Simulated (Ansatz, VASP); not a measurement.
**NaCl: VASP beside Ansatz**

```
Na Cl
1.0
     0.00000    3.11784    3.11784
     3.11784    0.00000    3.11784
     3.11784    3.11784    0.00000
Na Cl
1 1
Direct
  0.00000 0.00000 0.00000
  0.25000 0.25000 0.25000
```

Alike in both runs: task single point; functional r2SCAN; k mesh 6 × 6 × 6; no spin polarisation.

|  | VASP | Ansatz |
| --- | --- | --- |
| version | VASP 6.6.1 | Ansatz 0.2.0 |
| potentials or method | VASP PAW PBE potentials, release 64 (Na_pv, Cl) | plane waves, PAW |
| plane-wave cutoff (eV) | 520 | 500 |
| occupations | gaussian, width 0.01 eV | fixed |
| valence electrons in the cell | 14 | 16 |

Ansatz gave:

| Property | Result |
| --- | --- |
| gap on the k mesh at the Fermi level (eV) | 5.48 |
| pressure (GPa) | -0.5 |

Task: Estimate VASP's values.

Result: gap on the k mesh at the Fermi level (eV): 5.50; pressure (GPa): -0.6.

The two sets of potentials don't hold the same shells in valence.

Caveats: the PAW data sets were made with another functional, which shifts forces and pressure a little (VASP). r2SCAN opens gaps a little over a GGA but as a rule still falls short of measured ones.
